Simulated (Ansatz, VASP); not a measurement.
**SiNi3 in VASP and in Ansatz**

```
Si Ni
1.0
     3.42853    0.00000    0.00000
     0.00000    3.42853    0.00000
     0.00000    0.00000    3.42853
Si Ni
1 3
Cartesian
  0.0000 0.0000 0.0000
  0.0000 1.7143 1.7143
  1.7143 0.0000 1.7143
  1.7143 1.7143 0.0000
```

Alike in both runs: functional LDA; k mesh 6 × 6 × 6; occupations gaussian, width 0.2 eV; collinear spin.

Ansatz relaxed the structure, and its values are those at the end. VASP's run is a single point on that final structure, the one shown.

|  | VASP | Ansatz |
| --- | --- | --- |
| version | VASP 6.6.1 | Ansatz 0.2.0 |
| potentials or method | VASP PAW LDA potentials, release 64 (Si, Ni) | plane waves, PAW |
| plane-wave cutoff (eV) | 520 | 420 |
| valence electrons in the cell | 34 | 58 |

|  | VASP | Ansatz | Ansatz less VASP |
| --- | --- | --- | --- |
| pressure (GPa) | 0.2 | 0.0 | -0.23 |
| net moment per atom (μB) | 0.00 | 0.00 | 0.000 |

The two sets of potentials don't hold the same shells in valence. Ansatz warned: «seeded_moment_not_kept».
